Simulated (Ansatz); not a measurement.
# Pb (Fm-3m) in Ansatz: further runs, part 2 of 2

Ansatz 0.2.0. Earlier steps stand in the parts before.

## 4. Elastic constants, LDA

Input file input.yaml:

```yaml
crystal:
  lattice:
    - [0.0, 2.47502, 2.47502]
    - [2.47502, 0.0, 2.47502]
    - [2.47502, 2.47502, 0.0]
  atoms:
    - { symbol: Pb, position: [0.0, 0.0, 0.0] }
kpoints:
  mp_grid: { grid: [7, 7, 7] }
scf:
  occupations: { method: fermi_dirac, width: 0.05 }
hamiltonian:
  xc: lda
  pseudopotentials: { kind: all_electron, lapw: { basis_error: 0.001 } }
output:
  forces: true
  stress: true
elastic:
  mode: relaxed_ion
  stencil: two_point
```

Potentials or basis: all-electron LAPW, scalar-relativistic.

The run is started by

```bash
$ ansatz run input.yaml --threads 1 --pin off --max-ram 3072MiB --backend cpu --events-out ev --progress --plain --runs-dir out
```

Standard output:

```text
Warning: RAYON_NUM_THREADS=1 ignored (pool sized by the plan → 1); use --threads N
LAPW: plane waves up to 6.621 Å⁻¹, error target 1.0e-3 eV per atom; small_component_spin mean_spin; Pb in spheres of 1.698 Å, 36 of its electrons in bands, Dirac shells [] (how accurate: hamiltonian.pseudopotentials.lapw.basis_error, Limitations)
Engine: ansatz 0.2.0, x86_64-unknown-linux-gnu
Pseudopotentials: kind: all_electron
Pseudopotential: Pb, LAPW, valence charge 36, lapw/all_electron/scalar/gaussian/Pb, Koelling and Harmon's equation, gaussian nucleus
Functional definition: SPW92
  exchange = slater_x
  correlation = pw_c
Crystal: 1 atoms, lattice volume = 30.323 Å³
Basis set: ecut = 167.01894865901008 eV, 169 PW (Γ), exchange–correlation at level 2
Bands: 22, of which v1, the nominal top of the filled ones, is band 18 counted from 1 (17 counted from 0)
Symmetry: 48 space group operations
Space group: Fm-3m (ITA 225), of the structure as read, at distance tolerance 3.1e-5 Å
k-points: 20 of 343
Non-local potential: Pb, projectors of the file, none
Initial density: superposition of atomic densities (chi_scale 0.1, normalization cell)
Initial wavefunctions: plane waves of lowest kinetic energy (no species holds an atomic orbital)
Functional: x = slater, c = lda
iter 1 solved again at ethr=7.89e-6 eV; its pass at ethr=1.00e-1 eV (dr2=2.84e-3 eV) is discarded
SCF iter   1: F=—  HF=-567762.781431 eV  |F-HF|=—  |Δ(HF+E_count)|=         —  Δρ=3.42e-3  dr2=2.86e-3  ethr=7.89e-6  ⟨swp⟩=3.6  Hψ=2939  notcnv=0
[... 92 lines left out ...]
--- Elastic constants: 2 strain directions × 2 members + reference (group order 48) ---
  dense FFT box of the reference and of every strained cell: 16×16×16
  strains applied: 11, 23; error gains: componentwise 1.00 (the most a stress slope's error grows in a printed constant), spectral 1.73 (1 for all six strains in a standard setting)
  C = ∂σ_k/∂η_j (tension-positive GPa; Voigt order 11 22 33 23 13 12):
        51.141     41.314     41.314     -0.000     -0.000      0.000
        41.314     51.141     41.314      0.000     -0.000     -0.000
        41.314     41.314     51.141      0.000      0.000     -0.000
        -0.000      0.000      0.000     27.424     -0.000      0.000
         0.000      0.000     -0.000      0.000     27.424      0.000
        -0.000      0.000     -0.000     -0.000     -0.000     27.424
  reference stress σ⁰ (GPa):      1.531      1.531      1.531     -0.000      0.000      0.000
  no Pulay correction (none for the plane-wave cutoff is built on LAPW): the batch's stresses and constants are at fixed plane waves
  C* (energy form; C + prestress term) asymmetry max|C*_kj − C*_jk| = 2.842e-14 GPa — a small one proves nothing (zero by symmetry where the batch's group is 432, −43m or m−3m); a large one is finite-difference/SCF noise where every solve meets its electron count
  moduli (Voigt/Reuss/Hill, GPa): K = 44.59/44.59/44.59   G = 18.42/9.68/14.05   E = 38.15   ν = 0.357
  mechanically stable: yes (min eigenvalue of sym C = 9.83 GPa)
  where every solve meets its electron count the energy-path curvature estimates C_jj along a normal strain and C_jj − ¼(σ⁰_aa + σ⁰_bb) along a shear (ab), closely only under elastic.basis: deformed
  strain η (Voigt 11):  stress-route row diagonal C_11 = 51.14 GPa, energy-path curvature d²(F+E_count)/dδ²/Ω₀ = 51.08 GPa
         δ    σ_11 (GPa)             F (eV)   n_scf  n_hpsi   n_pw
    -2.000e-3       1.4303     -567762.7682837       7   25787    169   relax 0 steps, max|allowed force component| 0.00e0 eV/Å
     2.000e-3       1.6349     -567762.7671244       7   25784    169   relax 0 steps, max|allowed force component| 0.00e0 eV/Å
  strain η (Voigt 23):  stress-route row diagonal C_44 = 27.42 GPa, energy-path curvature d²(F+E_count)/dδ²/Ω₀ = 26.66 GPa
         δ    σ_23 (GPa)             F (eV)   n_scf  n_hpsi   n_pw
    -2.000e-3      -0.0548     -567762.7677133       6   36780    169   relax 0 steps, max|allowed force component| 0.00e0 eV/Å
     2.000e-3       0.0548     -567762.7677133       6   36692    169   relax 0 steps, max|allowed force component| 0.00e0 eV/Å
```

elastic.tsv:

```text
# convention: tension-positive GPa; Voigt order 11 22 33 23 13 12; engineering shear strains; stresses and constants hold the Pulay correction, whose part of sigma0, of c and of each member's stress the lines and columns named pulay_correction_..._gpa give (of c_energy it is that of c and, on the columns of strains 1 to 3, that of sigma0; of a layer's constants it is that of c in the plane, times a tenth of its plane spacing in ang); where a line pulay_correction_withheld stands none holds it
[... 15 lines left out ...]
6	-3.0788382059e-29	3.0591166140e-29	-5.6051938573e-45	-6.3108872418e-30	-3.7528871240e-47	2.7424253382e1	7.4115557858e-16	7.4115557858e-16	7.4115557858e-16	-6.3108872418e-30	-3.7528871240e-47	2.7424253382e1	nan	nan	nan	nan	nan	nan
```

Run time: 15 s. Hardware: 1 thread of Intel Xeon Platinum 8488C (Sapphire Rapids), shared host; peak memory 0.38 GiB.

What came out:

| Quantity | Value |
| --- | --- |
| Free energy | -567762.7677 eV |
| Pressure | -1.5 GPa |
| Band gap on the k mesh | none (metal or under the smearing width) |
| Elastic constants C11, C12, C44 | 51, 41, 27 GPa |
| Voigt bulk modulus | 45 GPa |

Levels at points of the mesh, in eV from the Fermi level:
```csv
k point,band 15,band 16,band 17,band 18,band 19,band 20,band 21,band 22
"(0.00, 0.00, 0.00)",-16.73,-16.73,-11.70,7.42,7.42,7.42,9.93,11.50
```

Elastic tensor in Voigt notation (GPa, in the Cartesian axes of the cell as first typed):
```
51 41 41  0  0  0
41 51 41  0  0  0
41 41 51  0  0  0
 0  0  0 27  0  0
 0  0  0  0 27  0
 0  0  0  0  0 27
```

Caveat: the k mesh is thin for a metal, which can move the energy by tens of meV per atom; a metal's response needs a denser mesh; elastic constants of metals need much finer meshes, so these are rough. The run has no spin-orbit coupling, so splittings on Pb are missing.

## 5. The runs side by side

| task | k mesh | cutoff (eV) | phonon path | pressure (GPa) |
| --- | --- | --- | --- | --- |
| band structure | 9 × 9 × 9 | 154 | - | -2.2 |
| phonons | 8 × 8 × 8 | 167 | ["G", "X", "W", "K", "G", "L"] | - |
| elastic constants | 7 × 7 × 7 | 167 | - | -1.5 |

Alike in all rows: level LDA; potentials or basis all-electron LAPW, scalar-relativistic; no spin polarisation; cell as given; smearing fermi-dirac 0.05 eV; basis error allowed 0.001 eV/atom.

Caveats: the k mesh is thin for a metal, which can move the energy by tens of meV per atom (some runs); a metal's response needs a denser mesh (some runs); spin-orbit coupling is left out, which moves the levels of the heavy elements (some runs); elastic constants of metals need much finer meshes, so these are rough (some runs).

Compare energies only between runs with the same functional and basis.
